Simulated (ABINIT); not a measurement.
# BAs (F-43m) in ABINIT: equation of state

Aim: energy against volume of BAs in PBE, for its equilibrium volume and stiffness.

All numbers are computed with ABINIT 10.8.3 (patched build); they aren't measurements. Logs are shortened: lines on timing, memory, paths and dates and some standing lists are left out, and cuts for length are marked. The log counts tension as positive stress, the text compression.

**The experiment to reproduce.**

From “Basic Physical Properties of Cubic Boron Arsenide”, 2019, arxiv:1911.11281, for a bulk crystal of BAs: bulk modulus 148 GPa.

The runs below are set against these values where they give the same quantity.

### 1 The structure

Symmetry: F-43m, No. 216, cubic system. Conventional cell: a = 4.777 Å, b = 4.777 Å, c = 4.777 Å, α = 90.00°, β = 90.00°, γ = 90.00°. As (site symmetry -43m) is surrounded by 4 B at 2.07 Å. B (site symmetry -43m) has 4 As at 2.07 Å as nearest neighbours.

### 2 Equation of state, PBE

File run.abi:

```
# Datasets: one volume each
ndtset 7
getwfk -1
scalecart1 3*0.9795861087
scalecart2 3*0.9864848297
scalecart3 3*0.9932883884
scalecart4 3*1.0000000000
scalecart5 3*1.0066227096
scalecart6 3*1.0131594038
scalecart7 3*1.0196128224

# Pseudopotentials
pp_dirpath "./"
pseudos "As.GGA_PBE-JTH.xml, B.GGA_PBE-JTH.xml"

# Structure
acell 3.3778490937 3.3778490937 3.3778490937 Angstrom
rprim
     0.0000000000     0.7071067812     0.7071067812
     0.7071067812     0.0000000000     0.7071067812
     0.7071067812     0.7071067812     0.0000000000
ntypat 2
znucl 33 5
natom 2
typat 1 2
xred
     0.7500000000     0.7500000000     0.7500000000
     0.0000000000     0.0000000000     0.0000000000

# Plane-wave basis
ecut 15.0
pawecutdg 30.0

# k points
kptopt 1
ngkpt 10 10 10
nshiftk 1
shiftk 0.0 0.0 0.0

# Exchange and correlation
ixc 11

# Bands and occupations
nband 13
occopt 3
tsmear 0.00183747

# SCF cycle
nstep 100
tolvrs 1.0e-9

# Output
iomode 3
prtwf 1
prtden 0
prteig 0
prtebands 0
enunit 2
```

Potentials or basis: JTH PAW PBE v2.0.

Launch:

```sh
abinit run.abi > log 2>&1
```

run.abo:

```text
.Version 10.8.3 of ABINIT
 DATASET    1 : space group F-4 3 m (#216); Bravais cF (face-center cubic)
================================================================================
 Values of the parameters that define the memory need for DATASET  1.
     intxc =       0    ionmov =       0      iscf =      17    lmnmax =      18
     lnmax =       6     mgfft =      24  mpssoang =       3    mqgrid =    3001
     natom =       2  nloc_mem =       2    nspden =       1   nspinor =       1
    nsppol =       1      nsym =      24    n1xccc =       1    ntypat =       2
    occopt =       3   xclevel =       2
       mpw =         495          nfft =       13824          nkpt =          47
 PAW method is used; the additional fine FFT grid is defined by:
   mgfftf=        32    nfftf =     32768
================================================================================
================================================================================
[... 71 lines left out ...]
 DATASET    7 : space group F-4 3 m (#216); Bravais cF (face-center cubic)
================================================================================
 Values of the parameters that define the memory need for DATASET  7.
     intxc =       0    ionmov =       0      iscf =      17    lmnmax =      18
     lnmax =       6     mgfft =      24  mpssoang =       3    mqgrid =    3001
     natom =       2  nloc_mem =       2    nspden =       1   nspinor =       1
    nsppol =       1      nsym =      24    n1xccc =       1    ntypat =       2
    occopt =       3   xclevel =       2
       mpw =         552          nfft =       13824          nkpt =          47
 PAW method is used; the additional fine FFT grid is defined by:
   mgfftf=        36    nfftf =     46656
================================================================================
================================================================================

--------------------------------------------------------------------------------
------------- Echo of variables that govern the present computation ------------
--------------------------------------------------------------------------------
 -outvars: echo values of preprocessed input variables --------
            acell      6.3832096817E+00  6.3832096817E+00  6.3832096817E+00 Bohr
              amu      7.49215900E+01  1.08110000E+01
             ecut      1.50000000E+01 Hartree
           enunit           2
           getwfk          -1
              ixc          11
           jdtset        1    2    3    4    5    6    7
         kptrlatt       10    0    0      0   10    0      0    0   10
          kptrlen1     6.25290353E+01
          kptrlen2     6.29693952E+01
          kptrlen3     6.34036806E+01
          kptrlen4     6.38320968E+01
          kptrlen5     6.42548383E+01
          kptrlen6     6.46720892E+01
          kptrlen7     6.50840244E+01
            natom           2
            nband          13
           ndtset           7
            ngfft          24      24      24
          ngfftdg1         32      32      32
          ngfftdg2         32      32      32
          ngfftdg3         32      32      32
          ngfftdg4         32      32      32
          ngfftdg5         32      32      32
          ngfftdg6         32      32      32
          ngfftdg7         36      36      36
             nkpt          47
            nstep         100
             nsym          24
           ntypat           2
           occopt           3
        pawecutdg      3.00000000E+01 Hartree
         pawxcdev           0
           prtden           0
        prtebands           0
           prteig           0
            rprim1     0.0000000000E+00  6.9267198023E-01  6.9267198023E-01
                       6.9267198023E-01  0.0000000000E+00  6.9267198023E-01
                       6.9267198023E-01  6.9267198023E-01  0.0000000000E+00
            rprim2     0.0000000000E+00  6.9755011263E-01  6.9755011263E-01
                       6.9755011263E-01  0.0000000000E+00  6.9755011263E-01
                       6.9755011263E-01  6.9755011263E-01  0.0000000000E+00
            rprim3     0.0000000000E+00  7.0236095512E-01  7.0236095512E-01
                       7.0236095512E-01  0.0000000000E+00  7.0236095512E-01
                       7.0236095512E-01  7.0236095512E-01  0.0000000000E+00
            rprim4     0.0000000000E+00  7.0710678120E-01  7.0710678120E-01
                       7.0710678120E-01  0.0000000000E+00  7.0710678120E-01
                       7.0710678120E-01  7.0710678120E-01  0.0000000000E+00
            rprim5     0.0000000000E+00  7.1178974407E-01  7.1178974407E-01
                       7.1178974407E-01  0.0000000000E+00  7.1178974407E-01
[... 20 lines left out ...]
           xangst5     3.6064775129E+00  3.6064775129E+00  3.6064775129E+00
                       0.0000000000E+00  0.0000000000E+00  0.0000000000E+00
           xangst6     3.6298968540E+00  3.6298968540E+00  3.6298968540E+00
                       0.0000000000E+00  0.0000000000E+00  0.0000000000E+00
           xangst7     3.6530178395E+00  3.6530178395E+00  3.6530178395E+00
                       0.0000000000E+00  0.0000000000E+00  0.0000000000E+00
            xcart1     6.6322057357E+00  6.6322057357E+00  6.6322057357E+00
                       0.0000000000E+00  0.0000000000E+00  0.0000000000E+00
            xcart2     6.6789129487E+00  6.6789129487E+00  6.6789129487E+00
                       0.0000000000E+00  0.0000000000E+00  0.0000000000E+00
            xcart3     6.7249758732E+00  6.7249758732E+00  6.7249758732E+00
                       0.0000000000E+00  0.0000000000E+00  0.0000000000E+00
            xcart4     6.7704162777E+00  6.7704162777E+00  6.7704162777E+00
                       0.0000000000E+00  0.0000000000E+00  0.0000000000E+00
            xcart5     6.8152547785E+00  6.8152547785E+00  6.8152547785E+00
                       0.0000000000E+00  0.0000000000E+00  0.0000000000E+00
            xcart6     6.8595109194E+00  6.8595109194E+00  6.8595109194E+00
                       0.0000000000E+00  0.0000000000E+00  0.0000000000E+00
            xcart7     6.9032032497E+00  6.9032032497E+00  6.9032032497E+00
                       0.0000000000E+00  0.0000000000E+00  0.0000000000E+00
             xred      7.5000000000E-01  7.5000000000E-01  7.5000000000E-01
                       0.0000000000E+00  0.0000000000E+00  0.0000000000E+00
            znucl       33.00000    5.00000

================================================================================

 chkinp: Checking input parameters for consistency, jdtset=   1.

 chkinp: Checking input parameters for consistency, jdtset=   2.
[... 35 lines left out ...]
 getcut: wavevector=  0.0000  0.0000  0.0000  ngfft=  24  24  24
         ecut(hartree)=     15.000   => boxcut(ratio)=   2.20150

 getcut : COMMENT -
  Note that boxcut > 2.2 ; recall that boxcut=Gcut(box)/Gcut(sphere) = 2
  is sufficient for exact treatment of convolution.
  Such a large boxcut is a waste : you could raise ecut
  e.g. ecut=   18.174764 Hartrees makes boxcut=2

 Fine grid specifications (used for densities):

 getcut: wavevector=  0.0000  0.0000  0.0000  ngfft=  32  32  32
         ecut(hartree)=     30.000   => boxcut(ratio)=   2.07559

--- Pseudopotential description ------------------------------------------------
- pspini: atom type   1  psp file is ./As.GGA_PBE-JTH.xml
 Pseudopotential format is: paw10
 basis_size (lnmax)=  6 (lmn_size= 18), orbitals=   0   0   1   1   2   2
 Spheres core radius: rc_sph= 2.10391912
 Shapefunction is BESSEL type: shapef(r,l)=aa(1,l)*jl(q(1,l)*r)+aa(2,l)*jl(q(2,l)*r)
 Radius for shape functions =  1.70360438
 Compensation charge density is not taken into account in XC energy/potential

- pspini: atom type   2  psp file is ./B.GGA_PBE-JTH.xml
 Pseudopotential format is: paw10
 basis_size (lnmax)=  4 (lmn_size=  8), orbitals=   0   0   1   1
 Spheres core radius: rc_sph= 1.70616958
 Shapefunction is SIN type: shapef(r)=[sin(pi*r/rshp)/(pi*r/rshp)]**2
 Radius for shape functions =  1.40269776
 Compensation charge density is not taken into account in XC energy/potential

   4.97343271E+02                                ecore*ucvol(ha*bohr**3)
--------------------------------------------------------------------------------

[... 1130 lines left out ...]
 getcut: wavevector=  0.0000  0.0000  0.0000  ngfft=  36  36  36
         ecut(hartree)=     30.000   => boxcut(ratio)=   2.24338

 getcut : COMMENT -
  Note that boxcut > 2.2 ; recall that boxcut=Gcut(box)/Gcut(sphere) = 2
  is sufficient for exact treatment of convolution.
  Such a large boxcut is a waste : you could raise ecut
  e.g. ecut=   37.745568 Hartrees makes boxcut=2

--------------------------------------------------------------------------------

-inwffil : will read wavefunctions from disk file runo_DS6_WFK.nc

================================================================================
[... 146 lines left out ...]
-Cartesian components of stress tensor (GPa)         [Pressure= -4.5768E+00 GPa]
- sigma(1 1)=  4.57679412E+00  sigma(3 2)=  0.00000000E+00
- sigma(2 2)=  4.57679412E+00  sigma(3 1)=  0.00000000E+00
- sigma(3 3)=  4.57679412E+00  sigma(2 1)=  0.00000000E+00

== END DATASET(S) ==============================================================
================================================================================

 -outvars: echo values of variables after computation  --------
            acell      6.3832096817E+00  6.3832096817E+00  6.3832096817E+00 Bohr
           etotal1    -1.1672990738E+02
           etotal2    -1.1673128726E+02
           etotal3    -1.1673223108E+02
           etotal4    -1.1673277773E+02
           etotal5    -1.1673296411E+02
           etotal6    -1.1673282968E+02
           etotal7    -1.1673239989E+02
            fcart1    -3.8062071614E-30 -3.8062071614E-30  1.1418621484E-29
                       3.8062071614E-30  3.8062071614E-30 -1.1418621484E-29
            fcart2     1.8897947287E-30 -3.7795894573E-30  1.8897947287E-30
                      -1.8897947287E-30  3.7795894573E-30 -1.8897947287E-30
            fcart3    -0.0000000000E+00 -0.0000000000E+00 -0.0000000000E+00
                      -0.0000000000E+00 -0.0000000000E+00 -0.0000000000E+00
            fcart4     6.6439978387E-48  1.8642538311E-30 -6.6439978387E-48
                      -6.6439978387E-48 -1.8642538311E-30  6.6439978387E-48
            fcart5     3.2685930533E-47  9.2599432403E-31 -3.2685930533E-47
                      -3.2685930533E-47 -9.2599432403E-31  3.2685930533E-47
[... 38 lines left out ...]
                       0.0000000000E+00  0.0000000000E+00  0.0000000000E+00
           xangst1     3.5096121310E+00  3.5096121310E+00  3.5096121310E+00
                       0.0000000000E+00  0.0000000000E+00  0.0000000000E+00
           xangst2     3.5343285236E+00  3.5343285236E+00  3.5343285236E+00
                       0.0000000000E+00  0.0000000000E+00  0.0000000000E+00
           xangst3     3.5587039736E+00  3.5587039736E+00  3.5587039736E+00
                       0.0000000000E+00  0.0000000000E+00  0.0000000000E+00
           xangst4     3.5827500000E+00  3.5827500000E+00  3.5827500000E+00
                       0.0000000000E+00  0.0000000000E+00  0.0000000000E+00
           xangst5     3.6064775129E+00  3.6064775129E+00  3.6064775129E+00
                       0.0000000000E+00  0.0000000000E+00  0.0000000000E+00
           xangst6     3.6298968540E+00  3.6298968540E+00  3.6298968540E+00
                       0.0000000000E+00  0.0000000000E+00  0.0000000000E+00
           xangst7     3.6530178395E+00  3.6530178395E+00  3.6530178395E+00
                       0.0000000000E+00  0.0000000000E+00  0.0000000000E+00
             xred      7.5000000000E-01  7.5000000000E-01  7.5000000000E-01
                       0.0000000000E+00  0.0000000000E+00  0.0000000000E+00
 Calculation completed.
```

Wall time 56 s (1 thread of AMD EPYC 7R13 (Zen 3), shared host); peak memory 0.13 GiB.

What came out:

```yaml
Equilibrium_volume: 13.92 Å³/atom
Bulk_modulus: 131 GPa
Pressure_derivative_of_the_bulk_modulus: 4.1
```

Energy against volume, from the lowest point:
```csv
volume (Å³/atom),energy (meV/atom)
12.809,41.59
13.081,22.81
13.354,9.97
13.626,2.54
13.899,0.00
14.171,1.83
14.444,7.68
```

Caveat: pressures at fixed basis lie under the slope of the energies. PBE usually gives volumes a little too large and moduli too small.

### 3 Comparison with measurements

Step 2. A measured bulk modulus of BAs is 148 GPa (quoted in “Basic Physical Properties of Cubic Boron Arsenide”, 2019, arxiv:1911.11281); the calculated 131 GPa misses it by -11.2 %. The fit is for a static lattice scaled at fixed shape and fixed fractional positions.
